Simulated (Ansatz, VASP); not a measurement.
Two plane-wave programs on BaHfO3

```
Ba Hf O
1.0
     4.20612    0.00000    0.00000
     0.00000    4.20612    0.00000
     0.00000    0.00000    4.20612
Ba Hf O
1 1 3
Direct
  0.50000 0.50000 0.50000
  0.00000 0.00000 0.00000
  0.00000 0.50000 0.00000
  0.50000 0.00000 0.00000
  0.00000 0.00000 0.50000
```

Alike in both runs: functional PBE; k mesh 6 × 6 × 6; occupations gaussian, width 0.02 eV; no spin polarisation.

Ansatz relaxed the structure, and its values are those at the end. VASP's run is a single point on that final structure, the one shown.

|  | VASP | Ansatz |
| --- | --- | --- |
| version | VASP 6.6.1 | Ansatz 0.2.0 |
| potentials or method | VASP PAW PBE potentials, release 64 (Ba_sv, Hf_pv, O) | scalar-relativistic, plane waves, PAW |
| plane-wave cutoff (eV) | 520 | 420 |
| valence electrons in the cell | 38 | 54 |

Ansatz gave:

| Item | Value |
| --- | --- |
| gap on the k mesh at the Fermi level (eV) | 3.62 |
| least direct gap on the mesh (eV) | 3.76 |
| pressure (GPa) | 0.0 |

Question: What did VASP give for the same quantities?

Answer: gap on the k mesh at the Fermi level (eV): 3.53; least direct gap on the mesh (eV): 3.78; pressure (GPa): -0.6.

The functional is the same, so the differences come from potentials, cutoffs and numerics. The two sets of potentials don't hold the same shells in valence.

Caveats: spin-orbit coupling is left out, which moves the levels of the heavy elements. A k mesh can miss the band edges.
